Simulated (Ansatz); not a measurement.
# AlNi in Ansatz: the effect of functional

AlNi:

```
Ni Al
1.0
     2.86166    0.00000    0.00000
     0.00000    2.86166    0.00000
     0.00000    0.00000    2.86166
Ni Al
1 1
Direct
  0.50000 0.50000 0.50000
  0.00000 0.00000 0.00000
```

The cell isn't the ideal one: volume scaled by 0.98.

Alike in all runs:

| Quantity | Value |
| --- | --- |
| Program | Ansatz 0.2.0 |
| Task | single point |
| Potentials or basis | Ansatz PAW |
| k mesh | 9 × 9 × 9 |
| Occupations | fermi-dirac, width 0.05 eV |
| Spin | collinear spin, ferromagnetic start |
| Starting moments | [1.0, 0.0] μB |

```tsv
functional	cutoff	pressure (GPa)
LDA	420 eV (not typed: the program's choice for these potentials)	-5.5
r2SCAN	500 eV (not typed: the program's choice for these potentials)	0.2
PBE	420 eV (not typed: the program's choice for these potentials)	?
```

Task: What does the run with functional PBE give?

Result: Pressure 5.5 GPa.

Caveats: the starting moments weren't kept; the PAW data sets come from PBE, with cores solved anew for the run's functional, which leaves a small shift of forces and pressure (some runs); the magnetic or orbital state may not be the lowest (some runs).
